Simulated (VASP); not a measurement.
## H2: single point with HSE06

The system is H2, in a box.

```
H
1.0
    10.00000    0.00000    0.00000
     0.00000   10.00000    0.00000
     0.00000    0.00000   10.00000
H
2
Direct
  0.50000 0.50000 0.44850
  0.50000 0.50000 0.55150
```

| Property | Result |
| --- | --- |
| Program | VASP 6.6.1 |
| Task | single point |
| Functional | HSE06 |
| Potentials or basis | VASP PAW PBE potentials, release 64 (H) |
| Cutoff | 450 eV |
| k mesh | 1 × 1 × 1 |
| Occupations | gaussian, width 0.02 eV |
| Spin | no spin polarisation |

The largest force is 4.627 eV/Å. The gap between the frontier levels is 9.79 eV.

Forces on the atoms (eV/Å):
```
H    0.000  0.000  4.627
H    0.000  0.000 -4.627
```

Levels at points of the mesh, in eV from the valence-band top:
| k point | band 1 | band 2 | band 3 | band 4 | band 5 |
| --- | --- | --- | --- | --- | --- |
| (0.00, 0.00, 0.00) | 0.00 | 9.79 | 10.00 | 11.12 | 11.12 |

Run time: 50 s on 1 thread of AMD EPYC 9R14 (Zen 4) (shared host), peak memory 0.67 GiB.

Caveat: the PAW data sets were made with another functional, which shifts forces and pressure a little.
